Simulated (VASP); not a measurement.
# GaSb (F-43m) in VASP: notebook

The runs below take GaSb through single point, with PBE+D3(BJ).

Program: VASP 6.6.1. These are calculated values, not measurements. Logs are shortened: lines on timing, memory, paths and dates and some standing lists are left out, and cuts for length are marked.

**The experiment to reproduce.**

From a printed reference work, data compilation, for a bulk crystal of GaSb at 4.2 K: band gap 0.811 eV (direct).

How close the calculation comes is told below.

### 1 The cell of the first run

It takes space group F-43m (No. 216, cubic). The conventional cell has a = 6.133 Å, b = 6.133 Å, c = 6.133 Å, α = 90.00°, β = 90.00°, γ = 90.00°. Ga (site symmetry -43m) has 4 Sb at 2.66 Å within 3.5 Å. Sb (site symmetry -43m) has 4 Ga at 2.66 Å within 3.5 Å.

### 2 Single point, PBE+D3(BJ)

The input, INCAR:

```
SYSTEM = GaSb
PREC = Accurate
ENCUT = 500
EDIFF = 1E-6
ISMEAR = 0
SIGMA = 0.05
LREAL = .False.
LASPH = .True.
NELM = 120
ALGO = Normal
ISIF = 2
LWAVE = .False.
LCHARG = .False.
GGA = PE
IVDW = 12
NBANDS = 16
GGA_COMPAT = .False.
```

The input, KPOINTS:

```
Automatic mesh
0
Gamma
  6 6 6
  0 0 0
```

The input, POSCAR:

```
GaSb
1.0
    0.0000000000      3.0666340957      3.0666340957
    3.0666340957      0.0000000000      3.0666340957
    3.0666340957      3.0666340957      0.0000000000
Ga Sb
1 1
Direct
    0.0000000000      0.0000000000      0.0000000000
    0.7500000000      0.7500000000      0.7500000000
```

Potentials or basis: VASP PAW PBE potentials, release 64 (Ga_d, Sb).

The run is started by

```
cat potpaw_PBE.64/Ga_d/POTCAR potpaw_PBE.64/Sb/POTCAR > POTCAR
mpirun -np 1 vasp_std > vasp.out
```

OUTCAR:

```text
SYSTEM = GaSb
   PREC = Accurate
   ENCUT = 500
   EDIFF = 1E-6
   ISMEAR = 0
   LREAL = .False.
   LASPH = .True.
   NELM = 120
   ISIF = 2
   GGA = PE
   IVDW = 12
 IVDW          = 12

 ion  position               nearest neighbor table
   1  0.000  0.000  0.000-   2 2.66   2 2.66   2 2.66   2 2.66
   2  0.750  0.750  0.750-   1 2.66   1 2.66   1 2.66   1 2.66

  LATTYP: Found a face centered cubic cell.
 ALAT       =     6.1332681914

  Lattice vectors:

 A1 = (   0.0000000000,   3.0666340957,   3.0666340957)
 A2 = (   3.0666340957,   0.0000000000,   3.0666340957)
 A3 = (   3.0666340957,   3.0666340957,   0.0000000000)

Analysis of symmetry for initial positions (statically):
=====================================================================
 Subroutine PRICEL returns:
 Original cell was already a primitive cell.

 Routine SETGRP: Setting up the symmetry group for a
 face centered cubic supercell.

 Subroutine GETGRP returns: Found 24 space group operations
 (whereof 24 operations were pure point group operations)
 out of a pool of 48 trial point group operations.

The static configuration has the point symmetry T_d .

Analysis of symmetry for dynamics (positions and initial velocities):
=====================================================================
 Subroutine PRICEL returns:
 Original cell was already a primitive cell.

 Routine SETGRP: Setting up the symmetry group for a
 face centered cubic supercell.

 Subroutine GETGRP returns: Found 24 space group operations
 (whereof 24 operations were pure point group operations)
 out of a pool of 48 trial point group operations.

The dynamic configuration has the point symmetry T_d .

 Subroutine INISYM returns: Found 24 space group operations
 (whereof 24 operations are pure point group operations),
 and found     1 'primitive' translations

----------------------------------------------------------------------------------------

                                     Primitive cell

  volume of cell :      57.6788

  direct lattice vectors                    reciprocal lattice vectors
     0.000000000  3.066634096  3.066634096    -0.163045210  0.163045210  0.163045210
     3.066634096  0.000000000  3.066634096     0.163045210 -0.163045210  0.163045210
     3.066634096  3.066634096  0.000000000     0.163045210  0.163045210 -0.163045210

  length of vectors
     4.336875529  4.336875529  4.336875529     0.282402588  0.282402588  0.282402588

[... 70 lines left out ...]
   NELM   =    120;   NELMIN=  2; NELMDL= -5     # of ELM steps
   EDIFF  = 0.1E-05   stopping-criterion for ELM
   LREAL  =      F    real-space projection
   EDIFFG = 0.1E-04   stopping-criterion for IOM
   NSW    =      0    number of steps for IOM
   IBRION =     -1    ionic relax: 0-MD 1-quasi-New 2-CG
   NFREE  =      0    steps in history (QN), initial steepest desc. (CG)
   ISIF   =      2    stress and relaxation
   ISYM   =      2    0-nonsym 1-usesym 2-fastsym
   POTIM  = 0.5000    time-step for ionic-motion
   TEBEG  =    0.0;   TEEND  =   0.0 temperature during run
   PSTRESS=    0.0 pullay stress
   NELECT =      18.0000    total number of electrons
   NUPDOWN=      -1.0000    fix difference up-down
   EMIN   =  10.00;   EMAX   =-10.00  energy-range for DOS
   EFERMI =   0.00;   METHOD = LEGACY
   ISMEAR =     0;   SIGMA  =   0.05  broadening in eV -4-tet -1-fermi 0-gaus
   EFERMI_NEDOS =   21; number of points for ismear=-14 and -15
   IALGO  =     38    algorithm
   IMIX   =      4    mixing-type and parameters
     AMIX     =   0.40;   BMIX     =  1.00
     AMIX_MAG =   1.60;   BMIX_MAG =  1.00
  volume/ion in A,a.u.               =      28.84       194.62
  Fermi-wavevector in a.u.,A,eV,Ry     =   1.110436  2.098421 16.776924  1.233069
  Thomas-Fermi vector in A             =   2.246988
   LORBIT       =      0    0 simple, 1 ext, 2 COOP (PROOUT), +10 PAW based schemes
   GGA     = PE    functional components
   LHFCALC =     F    Hartree Fock is set to
   AEXX    =    0.0000 exact exchange contribution
   IVDW    =    12    specifies the selected vdW correction
   LEPSILON=     F    determine dielectric tensor
   LRPA    =     F    only Hartree local field effects (RPA)
 non-spin polarized calculation
 Gauss-broadening in eV      SIGMA  =   0.05
  energy-cutoff  :      500.00
  volume of cell :       57.68
 maximum number of plane-waves:      1484
   NGX = 15   NGY = 15   NGZ = 15

 number of electron      17.9999989 magnetization

 Free energy of the ion-electron system (eV)
  ---------------------------------------------------
  ext. energy  EPLUGINS =         0.00000000
  ---------------------------------------------------
  free energy    TOTEN  =        -7.32726606 eV

  energy without entropy =       -7.32685829  energy(sigma->0) =       -7.32706217

 E-fermi :   4.8217     XC(G=0):  -9.0510

 val. band max:        4.8016509733   @ k =   0.0000   0.0000   0.0000
 cond. band min:       5.1877596272   @ k =   0.5000   0.0000   0.0000
 fundamental gap:      0.3861086539
 Fermi energy:         4.8216784986

 k-point     1 :       0.0000    0.0000    0.0000
  band No.  band energies     occupation
      1     -10.2231      2.00000
      2     -10.2231      2.00000
      3     -10.2231      2.00000
      4     -10.1748      2.00000
      5     -10.1748      2.00000
      6      -6.6231      2.00000
[... 281 lines left out ...]
      3     -10.2005      2.00000
      4     -10.1823      2.00000
      5     -10.1730      2.00000
      6      -4.1645      2.00000
[... 8 lines left out ...]
     15      14.7899      0.00000
     16      16.1200      0.00000

------------------------ aborting loop because EDIFF is reached ----------------------------------------

 Edisp (eV)   -0.65953

 E8    (eV) :    -0.3093

  FORCE on cell =-STRESS in cart. coord.  units (eV):
  Direction    XX          YY          ZZ          XY          YZ          ZX
  --------------------------------------------------------------------------------------
  -------------------------------------------------------------------------------------
  Total       0.02002     0.02002     0.02002     0.00000     0.00000     0.00000
  in kB       0.55607     0.55607     0.55607     0.00000     0.00000     0.00000
  external pressure =        0.56 kB  Pullay stress =        0.00 kB

 VOLUME and BASIS-vectors are now :
 -----------------------------------------------------------------------------
  energy-cutoff  :      500.00
  volume of cell :       57.68
      direct lattice vectors                 reciprocal lattice vectors
     0.000000000  3.066634096  3.066634096    -0.163045210  0.163045210  0.163045210
     3.066634096  0.000000000  3.066634096     0.163045210 -0.163045210  0.163045210
     3.066634096  3.066634096  0.000000000     0.163045210  0.163045210 -0.163045210

 POSITION                                       TOTAL-FORCE (eV/Angst)
 -----------------------------------------------------------------------------------
      0.00000      0.00000      0.00000        -0.000000     -0.000000     -0.000000
      4.59995      4.59995      4.59995         0.000000      0.000000      0.000000
 -----------------------------------------------------------------------------------
    total drift:                               -0.000000     -0.000000     -0.000000

  FREE ENERGIE OF THE ION-ELECTRON SYSTEM (eV)
  ---------------------------------------------------
  free  energy   TOTEN  =        -7.9867935164 eV

  energy  without entropy=       -7.9863857428  energy(sigma->0) =       -7.98658963
```

OSZICAR:

```text
N       E                     dE             d eps       ncg     rms          rms(c)
DAV:   1     0.789592166596E+02    0.78959E+02   -0.84382E+03   512   0.136E+03
DAV:   2    -0.154268903674E+01   -0.80502E+02   -0.76630E+02   632   0.278E+02
DAV:   3    -0.727345034142E+01   -0.57308E+01   -0.57201E+01   544   0.616E+01
DAV:   4    -0.738018089203E+01   -0.10673E+00   -0.10672E+00   704   0.960E+00
DAV:   5    -0.738268150292E+01   -0.25006E-02   -0.25006E-02   592   0.130E+00    0.317E+00
DAV:   6    -0.733858658765E+01    0.44095E-01   -0.64373E-02   744   0.391E+00    0.189E+00
DAV:   7    -0.732561983277E+01    0.12967E-01   -0.38917E-02   584   0.153E+00    0.361E-01
DAV:   8    -0.732669505438E+01   -0.10752E-02   -0.44059E-03   696   0.732E-01    0.852E-02
DAV:   9    -0.732720420298E+01   -0.50915E-03   -0.67751E-04   560   0.199E-01    0.317E-02
DAV:  10    -0.732724572158E+01   -0.41519E-04   -0.44812E-05   664   0.407E-02    0.869E-03
DAV:  11    -0.732726512527E+01   -0.19404E-04   -0.26762E-05   576   0.360E-02    0.650E-03
DAV:  12    -0.732726606127E+01   -0.93601E-06   -0.16771E-06   680   0.901E-03
   1 F= -.79867935E+01 E0= -.79865896E+01  d E =-.407774E-03
```

Run time: 24 s. Hardware: 1 thread of Intel Xeon 8259CL, shared host; peak memory 0.18 GiB.

Results:

* Free energy: -7.9868 eV
* Pressure: 0.1 GPa
* Band gap on the k mesh: zero (filled and empty bands touch)
* Dispersion energy per atom: -0.330 eV

Caveat: spin-orbit coupling is left out, which moves the levels of the heavy elements; pairwise dispersion overbinds metals, which lowers pressure and volume.

### 3 Single point, PBE+D3(BJ) (volume scaled by 1.02)

The input, INCAR:

```
PREC = Accurate
ENCUT = 500
EDIFF = 1E-6
ISMEAR = 0
SIGMA = 0.05
LREAL = F
LASPH = T
NELM = 120
ALGO = Normal
ISIF = 2
LWAVE = F
LCHARG = T
GGA = PE
IVDW = 12
LELF = T
LVHAR = T
NBANDS = 16
GGA_COMPAT = F
```

The input, KPOINTS:

```
regular mesh
0
Gamma
  6 6 6
```

The input, POSCAR:

```
GaSb
1.0
    0.0000000000      3.0869435226      3.0869435226
    3.0869435226      0.0000000000      3.0869435226
    3.0869435226      3.0869435226      0.0000000000
Ga Sb
1 1
Direct
    0.0000000000      0.0000000000      0.0000000000
    0.7500000000      0.7500000000      0.7500000000
```

Potentials or basis: VASP PAW PBE potentials, release 64 (Ga_d, Sb).

The run is started by

```
cat potpaw_PBE.64/Ga_d/POTCAR potpaw_PBE.64/Sb/POTCAR > POTCAR
mpirun -np 1 vasp_std > vasp.out
```

It took 26 s on 1 thread of Intel Xeon 8259CL, shared host; peak memory 0.19 GiB.

Results (log left out):

* Free energy: -7.9840 eV
* Pressure: -0.9 GPa
* Band gap on the k mesh: zero (filled and empty bands touch)
* Dispersion energy per atom: -0.323 eV

Levels at points of the mesh, in eV from the Fermi level:
```tsv
k point	band 6	band 7	band 8	band 9	band 10	band 11	band 12	band 13
(0.00, 0.00, 0.00)	-11.31	-0.17	-0.02	-0.02	-0.02	2.76	2.76	2.76
(0.50, 0.00, 0.00)	-9.75	-6.25	-1.13	-1.13	0.33	3.73	3.73	6.47
(0.50, 0.50, 0.00)	-8.96	-6.71	-2.50	-2.50	0.92	1.29	8.49	8.49
```

Caveat: spin-orbit coupling is left out, which moves the levels of the heavy elements; pairwise dispersion overbinds metals, which lowers pressure and volume.

### 4 Single point, PBE+D3(BJ) (volume scaled by 1.04)

The input, INCAR:

```
SYSTEM = GaSb
PREC = Accurate ; ENCUT = 500
EDIFF = 1E-6 ; ISMEAR = 0
SIGMA = 0.05 ; LREAL = .False.
LASPH = .True. ; NELM = 120
ALGO = Normal ; ISIF = 2
LWAVE = .False. ; LCHARG = .False.
GGA = PE ; IVDW = 12
NBANDS = 16 ; GGA_COMPAT = .False.
```

The input, KPOINTS:

```
Automatic mesh
0
Gamma
  6 6 6
  0 0 0
```

The input, POSCAR:

```
GaSb
1.0
    0.0000000000      3.1069891721      3.1069891721
    3.1069891721      0.0000000000      3.1069891721
    3.1069891721      3.1069891721      0.0000000000
Ga Sb
1 1
Direct
    0.0000000000      0.0000000000      0.0000000000
    0.7500000000      0.7500000000      0.7500000000
```

The run is started by

```
cat potpaw_PBE.64/Ga_d/POTCAR potpaw_PBE.64/Sb/POTCAR > POTCAR
mpirun -np 1 vasp_std > vasp.out
```

Wall time 26 s (1 thread of Intel Xeon 8259CL, shared host); peak memory 0.19 GiB.

It converged, with:

| Item | Value |
| --- | --- |
| Free energy | -7.9746 eV |
| Pressure | -1.7 GPa |
| Band gap on the k mesh | zero (filled and empty bands touch) |
| Dispersion energy per atom | -0.316 eV |

Levels at points of the mesh, in eV from the Fermi level:
| k point | band 7 | band 8 | band 9 | band 10 | band 11 | band 12 |
| --- | --- | --- | --- | --- | --- | --- |
| (0.00, 0.00, 0.00) | -0.31 | -0.02 | -0.02 | -0.02 | 2.77 | 2.77 |
| (0.50, 0.00, 0.00) | -6.16 | -1.10 | -1.10 | 0.29 | 3.73 | 3.73 |
| (0.50, 0.50, 0.00) | -6.62 | -2.43 | -2.43 | 0.93 | 1.32 | 8.36 |

Caveat: spin-orbit coupling is left out, which moves the levels of the heavy elements; pairwise dispersion overbinds metals, which lowers pressure and volume.

### 5 Overview

| cell | gap on the mesh (eV) | pressure (GPa) |
| --- | --- | --- |
| a = 4.337 Å, angles 60.0°, 2 atoms | none | 0.1 |
| a = 4.366 Å, angles 60.0°, 2 atoms | none | -0.9 |
| a = 4.394 Å, angles 60.0°, 2 atoms | none | -1.7 |

Alike in all rows: task single point; level PBE+D3(BJ); potentials or basis VASP PAW PBE potentials, release 64 (Ga_d, Sb); no spin polarisation; k mesh 6 × 6 × 6; cutoff (eV) 500; smearing gaussian 0.05 eV.

Caveats: spin-orbit coupling is left out, which moves the levels of the heavy elements; pairwise dispersion overbinds metals, which lowers pressure and volume.

Total energies depend on the potentials used, so only differences within one code and one set of settings carry meaning.

### 6 Against experiment

Step 2. Measured gap of GaSb: 0.811 eV (direct; 4.2 K; a printed reference work, data compilation). This calculation gives 0.00 eV (-0.81 eV). Spin-orbit coupling on Ga, Sb is left out. The value is that of PBE+D3(BJ) on a finite k mesh, which can miss the band edges, without temperature or zero-point motion. Semilocal functionals fall short of measured gaps as a rule.
